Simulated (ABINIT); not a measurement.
A calculation with ABINIT 10.8.3 (patched build) of CoO (ASE script, structure typed inline):

File run.py:

```python
import json, os
import numpy as np
from ase.units import GPa
from ase.calculators.abinit import Abinit, AbinitProfile
from ase import Atoms

atoms = Atoms(['Co', 'O'],
              cell=[[2.82845, 0.0, 0.0], [-1.41423, 2.44951, 0.0], [0.0, 0.0, 2.72172]],
              scaled_positions=[[0.0, 0.0, 0.5], [0.66667, 0.33333, 0.0]],
              pbc=True)
atoms.set_initial_magnetic_moments([2.0, 0.0])

profile = AbinitProfile(command='abinit', pp_paths=[os.path.abspath('pseudos')])
params = dict(
    pps='pawxml', xc='PBE',
    ecut=707.496,
    pawecutdg=1306.1465,
    pawxcdev=0,
    kptopt=1,
    ngkpt=[11, 11, 10],
    nshiftk=1,
    shiftk=[0.0, 0.0, 0.0],
    ixc=11,
    nband=16,
    occopt=3,
    tsmear=0.05,
    nstep=100,
    tolvrs=1e-09,
    prtwf=0,
    prtden=0,
)

atoms.calc = Abinit(profile=profile, directory='run', **params)
energy = atoms.get_potential_energy()
forces = atoms.get_forces()
stress = atoms.get_stress()
print(f'energy {energy:.6f} eV')
print('forces (eV/A)')
print(np.round(forces, 5))
print('stress (GPa, Voigt, tension positive)', np.round(stress / GPa, 4))
json.dump(dict(energy=energy, forces=forces.tolist(), stress=stress.tolist(), cell=atoms.cell.tolist(), frac=atoms.get_scaled_positions(wrap=False).tolist()), open('results.json', 'w'))
```

Potentials or basis: JTH PAW PBE v2.0.

Run with:

```sh
$ python run.py
```

The cell was built by a generator and needn't be a form met in nature.

**Question.** Write the same calculation in another form: native input, structure typed inline.

**Answer.** As run:

The input run.abi:

```
pp_dirpath "./"
pseudos "Co.GGA_PBE-JTH.xml, O.GGA_PBE-JTH.xml"

acell 5.3449958572 5.3450013125 5.1433053879
rprim
     1.0000000000     0.0000000000     0.0000000000
    -0.5000012574     0.8660246778     0.0000000000
     0.0000000000     0.0000000000     1.0000000000
ntypat 2
znucl 27 8
natom 2
typat 1 2
xred
     0.0000000000     0.0000000000     0.5000000000
     0.6666700000     0.3333300000     0.0000000000

ecut 707.496042 eV
pawecutdg 48.0
pawxcdev 0

kptopt 1
ngkpt 11 11 10
nshiftk 1
shiftk 0.0 0.0 0.0

ixc 11

nband 16
occopt 3
tsmear 0.05 eV

nsppol 2
spinat
     0.0000000000     0.0000000000     2.0000000000
     0.0000000000     0.0000000000     0.0000000000

nstep 100
tolvrs 1.0e-9

iomode 3
prtwf 0
prtden 0
prteig 0
prtebands 0
enunit 2
```

Potentials or basis: JTH PAW PBE v2.0.

The run is started by

```console
$ abinit run.abi > log 2>&1
```

Both were run:

|  | ASE script, structure typed inline | native input, structure typed inline |
| --- | --- | --- |
| Pressure | -12.7 GPa | -0.4 GPa |
| Band gap on the k mesh | none (metal or under the smearing width) | none (metal or under the smearing width) |
| Net moment | 0.00 μB per cell | 3.00 μB per cell |
| Valence electrons inside the program's atomic spheres | Co 15.38; O 4.45 | Co 15.28; O 4.50 |

The two forms don't agree: their energies differ by 294 meV/atom, so a default or the state reached differs between them.

Caveat: a cell with one magnetic atom can't hold antiferromagnetic order, which such compounds often take; semilocal functionals often make such compounds metallic where correlation or magnetic order opens a gap, which also shifts bond lengths.
